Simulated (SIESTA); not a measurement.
# NiO2 under changes of volume

One of the cells (10.443 Å³/atom); the others are scaled copies at fixed shape and fractional positions:

```xyz
3
Lattice="2.7988 0.0000 0.0000 -1.3994 2.4238 0.0000 0.0000 0.0000 4.6183" Properties=species:S:1:pos:R:3 pbc="T T T"
Ni    0.0000    0.0000    2.3091
O     0.0000    1.6159    1.3576
O     1.3994    0.8079    3.2607
```

The cell comes from a database or a generator and needn't be the stable form of this composition.

```yaml
Program: SIESTA 5.4.2
Functional: PBEsol
Potentials_or_basis: PseudoDojo 0.4 standard (PBEsol files)
Basis: DZP (energy shift 0.003 Ry; two zetas on semicore shells)
Grid_cutoff: 800 Ry
Energy_shift: 0.003 Ry
k_mesh: 8 × 8 × 4
Occupations: fermi-dirac, width 0.05 eV
Spin: collinear spin, ferromagnetic start
Starting_moments: "[1.0, 0.0, 0.0] μB"
```

```tsv
volume (Å³/atom)	energy over the lowest point (meV/atom)	pressure (GPa)	gap on the mesh (eV)	largest force (eV/Å)
9.816	?	?	?	?
10.025	5.02	6.1	0.89	0.538
10.234	0.00	1.7	0.87	0.220
10.443	0.42	-2.3	0.85	0.077
10.652	6.00	-6.1	0.83	0.354
10.861	16.23	-9.4	0.81	0.603
11.070	30.30	-12.1	0.79	0.828
```

Question: What does the run at 9.816 Å³/atom give?

Answer: Energy over the lowest point 16.26 meV/atom; pressure 11.3 GPa; gap on the mesh 0.92 eV; largest force 0.880 eV/Å.

Worked out: A Birch-Murnaghan fit of order 3 (a polynomial in V^(-2/3)) to the other rows has its minimum at 10.32 Å³/atom with B0 = V·E''(V) = 204 GPa and B' = 4.4 at fixed shape and positions, which overstates the stiffness. It gives 16.43 meV/atom at 9.816 Å³/atom, against the run's 16.26, and -dE/dV = 11.3 GPa, against 11.3. A straight line through the other rows of the gap, of slope -1.01 eV per unit of ln V, extrapolates to 0.91 eV, against the run's 0.92.

Energies are extrapolated to zero smearing.

Caveats: short orbitals over semicore shells can move pressures by several GPa; the basis of atomic orbitals isn't converged, which shifts pressures, moduli and gaps.

A mesh can miss the band edges.
